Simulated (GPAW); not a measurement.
The system is ZrC.

```
Zr C
1.0
     0.00000    2.36500    2.36500
     2.36500    0.00000    2.36500
     2.36500    2.36500    0.00000
Zr C
1 1
Direct
  0.50000 0.50000 0.50000
  0.00000 0.00000 0.00000
```

```yaml
Program: GPAW 26.7.0
Task: relaxation of cell and atoms
Functional: PBEsol
Dispersion: D3(BJ)+ATM
Potentials_or_basis: PAW data sets generated in the run's folder for this functional
Cutoff: 800 eV
Basis: pw
k_mesh: 10 × 10 × 10
Occupations: fermi-dirac, width 0.05 eV
Spin: no spin polarisation
```

At the start: pressure -13.3 GPa; volume 13.23 Å³/atom.

Question: How do energy, volume and symmetry change on relaxing?

Answer: Over 4 steps the energy falls by 33.5 meV/atom and the volume is 12.44 Å³/atom (-5.9 %); space group Fm-3m (No. 225, to 0.05 Å).

Step by step:
| step | energy change (eV) | largest force (eV/Å) | pressure (GPa) | volume (Å³) |
| --- | --- | --- | --- | --- |
| 1 | 0.0000 | 0.0000 | -13.35 | 26.46 |
| 2 | -0.0418 | 0.0000 | -8.60 | 25.84 |
| 3 | -0.0669 | 0.0000 | 0.61 | 24.82 |
| 4 | -0.0671 | 0.0000 | -0.02 | 24.89 |

Final structure:
```
Zr C
1.0
     0.00000    2.31732    2.31732
     2.31732    0.00000    2.31732
     2.31732    2.31732    0.00000
Zr C
1 1
Direct
  0.50000 0.50000 0.50000
  0.00000 0.00000 0.00000
```

Caveat: later steps reuse the first step's grids; pairwise dispersion overbinds metals, which lowers pressure and volume.
